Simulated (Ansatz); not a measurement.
Crystal: PbS.

```
Pb S
1.0
     2.07995   -5.99130    0.00000
     2.07995    5.99130    0.00000
     0.00000    0.00000    4.27932
Pb S
2 2
Direct
  0.13056 0.86944 0.25000
  0.86944 0.13056 0.75000
  0.35480 0.64520 0.25000
  0.64520 0.35480 0.75000
```

Measurements of this composition are mostly on another form, of space group No. 225.

Program: Ansatz 0.2.0. Alike in all runs: task band structure; potentials or basis Ansatz PAW; cell as given; smearing fermi-dirac 0.05 eV. Hardware: 2 threads of AMD EPYC (Zen 3), on a shared host.

Q: Order these runs on this cell by their wall time, lowest first.
A. level r2SCAN; spin off; k mesh 7 × 7 × 6; cutoff (eV) 500
B. level PBEsol; spin SOC, no magnetisation; k mesh 5 × 5 × 5; cutoff (eV) 420
C. level BLYP; spin off; k mesh 7 × 7 × 6; cutoff (eV) 420

A: C (23 s), A (51 s), B (280 s).

Runs at the PBE level aren't shown here.
